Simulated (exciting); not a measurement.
# Ir (Fm-3m) in exciting: reference runs

Aim: a first look at Ir with PBE, on the cell as given and on a disturbed one, and energy against volume gives the equilibrium volume and stiffness.

Everything below comes from runs of exciting (release sodium). Logs are shortened: lines on timing, memory, paths and dates and some standing lists are left out, and cuts for length are marked.

### Step 1. Starting point

It takes space group Fm-3m (No. 225, cubic). Conventional cell: a = 3.831 Å, b = 3.831 Å, c = 3.831 Å, α = 90.00°, β = 90.00°, γ = 90.00°. Ir (site symmetry m-3m) is surrounded by 12 Ir at 2.71 Å.

### Step 2. Single point, PBE

input.xml

```xml
<input>
  <title>Ir</title>
  <structure speciespath="./" tshift="false">
    <crystal scale="1">
      <basevect>0.000000000000 3.619959364333 3.619959364333</basevect>
      <basevect>3.619959364333 0.000000000000 3.619959364333</basevect>
      <basevect>3.619959364333 3.619959364333 0.000000000000</basevect>
    </crystal>
    <species speciesfile="Ir.xml" rmt="2.3">
      <atom coord="0.000000000000 0.000000000000 0.000000000000"/>
    </species>
  </structure>
  <groundstate do="fromscratch" ngridk="12 12 12" rgkmax="9" gmaxvr="14" lmaxapw="10" lmaxmat="10" lmaxvr="8" xctype="GGA_PBE" stype="Fermi Dirac" swidth="0.00183747" nempty="12" ValenceRelativity="iora*" epsengy="1e-05" epspot="1e-05" maxscl="60" tforce="true" outputlevel="normal"/>
</input>
```

Potentials or basis: all-electron LAPW+lo, shipped species files, valence relativity iora*.

Started as:

```sh
$ OMP_NUM_THREADS=1 exciting_smp
```

INFO.OUT:

```text
================================================================================
EXCITING SODIUM started
[... 10 lines left out ...]

 Lattice vectors (cartesian) :
      0.0000000000      3.6199593643      3.6199593643
      3.6199593643      0.0000000000      3.6199593643
      3.6199593643      3.6199593643      0.0000000000

 Reciprocal lattice vectors (cartesian) :
     -0.8678530164      0.8678530164      0.8678530164
      0.8678530164     -0.8678530164      0.8678530164
      0.8678530164      0.8678530164     -0.8678530164

 Unit cell volume                           :      94.8726609997
 Brillouin zone volume                      :       2.6145594614

 Species :    1 (Ir)
     parameters loaded from                 :    Ir.xml
     name                                   :    iridium
     nuclear charge                         :     -77.00000000
     electronic charge                      :      77.00000000
     atomic mass                            :  350390.15590000
     muffin-tin radius                      :       2.30000000
     # of radial points in muffin-tin       :     450

     atomic positions (lattice) :
[... 7 lines left out ...]
 Number of crystal symmetries               :      48

 k-point grid                               :      12   12   12
 Total number of k-points                   :      72
 k-point set is reduced with crystal symmetries

 R^MT_min * |G+k|_max (rgkmax)              :       9.00000000
 Species with R^MT_min                      :       1 (Ir)
 Maximum |G+k| for APW functions            :       3.91304348
 Maximum |G| for potential and density      :      14.00000000

 G-vector grid sizes                        :      24    24    24
 Total number of G-vectors                  :    4477

 Maximum angular momentum used for
     APW functions                          :      10
     computing H and O matrix elements      :      10
     potential and density                  :       8
     inner part of muffin-tin               :       2

 Total nuclear charge                       :     -77.00000000
 Total electronic charge                    :      77.00000000
 Total core charge                          :      48.00000000
 Total valence charge                       :      29.00000000

 Number of empty states                     :      12
 Total number of valence states             :      27

 Maximum Hamiltonian size                   :     139
 Maximum number of plane-waves              :     113
 Total number of local-orbitals             :      26

 Exchange-correlation type                  :      20
[... 23 lines left out ...]
+ SCF iteration number :    1                                                  +
++++++++++++++++++++++++++++++++++++++++++++++++++++++++++++++++++++++++++++++++
 Total energy                               :    -17846.11265210
 _______________________________________________________________
 Fermi energy                               :         0.62479705
 Kinetic energy                             :     20362.71115189
 Coulomb energy                             :    -37859.79037409
 Exchange energy                            :      -344.28792416
 Correlation energy                         :        -4.74550574

 DOS at Fermi energy (states/Ha/cell)       :        13.79348465

 Electron charges :
     core                                   :        48.00000000
     core leakage                           :         0.00314158
     valence                                :        29.00000000
     interstitial                           :         2.37247285
     charge in muffin-tin spheres :
                  atom     1    Ir          :        74.62752715
     total charge in muffin-tins            :        74.62752715
     total charge                           :        77.00000000

++++++++++++++++++++++++++++++++++++++++++++++++++++++++++++++++++++++++++++++++
+ SCF iteration number :    2                                                  +
++++++++++++++++++++++++++++++++++++++++++++++++++++++++++++++++++++++++++++++++
 Total energy                               :    -17853.50952340
 _______________________________________________________________
 Fermi energy                               :         0.60976314
 Kinetic energy                             :     20358.24748210
 Coulomb energy                             :    -37862.59567603
 Exchange energy                            :      -344.41578868
 Correlation energy                         :        -4.74554080

 DOS at Fermi energy (states/Ha/cell)       :        14.77409092

 Electron charges :
     core                                   :        48.00000000
     core leakage                           :         0.00306054
     valence                                :        29.00000000
     interstitial                           :         2.32398439
     charge in muffin-tin spheres :
                  atom     1    Ir          :        74.67601561
     total charge in muffin-tins            :        74.67601561
     total charge                           :        77.00000000

 RMS change in effective potential (target) :  0.431621E-01  ( 0.100000E-04)
 Absolute change in total energy   (target) :   7.39687      ( 0.100000E-04)
 Charge distance                   (target) :  0.186394E-02  ( 0.100000E-04)
 Abs. change in max-nonIBS-force   (target) :   0.00000      ( 0.500000E-04)

++++++++++++++++++++++++++++++++++++++++++++++++++++++++++++++++++++++++++++++++
+ SCF iteration number :    3                                                  +
++++++++++++++++++++++++++++++++++++++++++++++++++++++++++++++++++++++++++++++++
 Total energy                               :    -17856.42203222
 _______________________________________________________________
 Fermi energy                               :         0.60080192
 Kinetic energy                             :     20356.16528041
 Coulomb energy                             :    -37863.37977995
 Exchange energy                            :      -344.46209022
 Correlation energy                         :        -4.74544247

 DOS at Fermi energy (states/Ha/cell)       :        15.11250191

 Electron charges :
     core                                   :        48.00000000
     core leakage                           :         0.00302245
     valence                                :        29.00000000
     interstitial                           :         2.29887111
     charge in muffin-tin spheres :
                  atom     1    Ir          :        74.70112889
     total charge in muffin-tins            :        74.70112889
     total charge                           :        77.00000000
[... 297 lines left out ...]
 DOS at Fermi energy (states/Ha/cell)       :        14.79399106

 Electron charges :
     core                                   :        48.00000000
     core leakage                           :         0.00299002
     valence                                :        29.00000000
     interstitial                           :         2.28227310
     charge in muffin-tin spheres :
                  atom     1    Ir          :        74.71772690
     total charge in muffin-tins            :        74.71772690
     total charge                           :        77.00000000

 RMS change in effective potential (target) :  0.124005E-08  ( 0.100000E-04)
 Absolute change in total energy   (target) :  0.165718E-05  ( 0.100000E-04)
 Charge distance                   (target) :  0.356910E-09  ( 0.100000E-04)
 Abs. change in max-nonIBS-force   (target) :   0.00000      ( 0.500000E-04)

++++++++++++++++++++++++++++++++++++++++++++++++++++++++++++++++++++++++++++++++
+ SCF iteration number :   15                                                  +
++++++++++++++++++++++++++++++++++++++++++++++++++++++++++++++++++++++++++++++++
 Total energy                               :    -17858.13486515
 _______________________________________________________________
 Fermi energy                               :         0.58505985
 Kinetic energy                             :     20354.18664088
 Coulomb energy                             :    -37863.10454415
 Exchange energy                            :      -344.47166654
 Correlation energy                         :        -4.74529534

 DOS at Fermi energy (states/Ha/cell)       :        14.79399143

 Electron charges :
     core                                   :        48.00000000
     core leakage                           :         0.00299002
     valence                                :        29.00000000
     interstitial                           :         2.28227309
     charge in muffin-tin spheres :
                  atom     1    Ir          :        74.71772691
     total charge in muffin-tins            :        74.71772691
     total charge                           :        77.00000000

 RMS change in effective potential (target) :  0.138502E-08  ( 0.100000E-04)
 Absolute change in total energy   (target) :  0.953041E-07  ( 0.100000E-04)
 Charge distance                   (target) :  0.102757E-09  ( 0.100000E-04)
 Abs. change in max-nonIBS-force   (target) :   0.00000      ( 0.500000E-04)

++++++++++++++++++++++++++++++++++++++++++++++++++++++++++++++++++++++++++++++++
| Convergency criteria checked for the last 2 iterations                       +
| Convergence targets achieved. Performing final SCF iteration                 +
++++++++++++++++++++++++++++++++++++++++++++++++++++++++++++++++++++++++++++++++
 Total energy                               :    -17858.13486493
 _______________________________________________________________
 Fermi energy                               :         0.58505985
 Kinetic energy                             :     20354.18664096
 Coulomb energy                             :    -37863.10454402
 Exchange energy                            :      -344.47166654
 Correlation energy                         :        -4.74529534

 DOS at Fermi energy (states/Ha/cell)       :        14.79399148

 Electron charges :
     core                                   :        48.00000000
     core leakage                           :         0.00299002
     valence                                :        29.00000000
     interstitial                           :         2.28227309
     charge in muffin-tin spheres :
                  atom     1    Ir          :        74.71772691
     total charge in muffin-tins            :        74.71772691
     total charge                           :        77.00000000

++++++++++++++++++++++++++++++++++++++++++++++++++++++++++++++++++++++++++++++++
+ Self-consistent loop stopped                                                 +
++++++++++++++++++++++++++++++++++++++++++++++++++++++++++++++++++++++++++++++++
 STATE.OUT is written

--------------------------------------------------------------------------------
- Writing atomic positions and forces                                          -
--------------------------------------------------------------------------------

 Atomic positions (lattice) :
 atom     1  Ir  :     0.00000000    0.00000000    0.00000000

 Total atomic forces including IBS (cartesian) :
 atom     1  Ir  :     0.00000000    0.00000000    0.00000000

 Atomic force components including IBS (cartesian) :
 atom     1  Ir  :     0.00000000    0.00000000    0.00000000   HF force
                 :     0.00000000    0.00000000    0.00000000   core correction
                 :     0.00000000    0.00000000    0.00000000   IBS correction

********************************************************************************
[... 7 lines left out ...]
| EXCITING SODIUM stopped                                                      =
================================================================================
```

It took 32 s on 1 thread of Arm Neoverse V2, shared host; peak memory 0.09 GiB.

What came out:

- Free energy: -485944.6101 eV
- Band gap on the k mesh: none (metal or under the smearing width)
- All electrons inside the program's atomic spheres: Ir 74.72 (radii Ir 2.3 bohr)

Caveat: the log's total energy holds no entropy term; the free energy is that total less TS from the occupations. Spin-orbit coupling is left out, which matters for the levels of Ir.

[end of part 1 of 2]
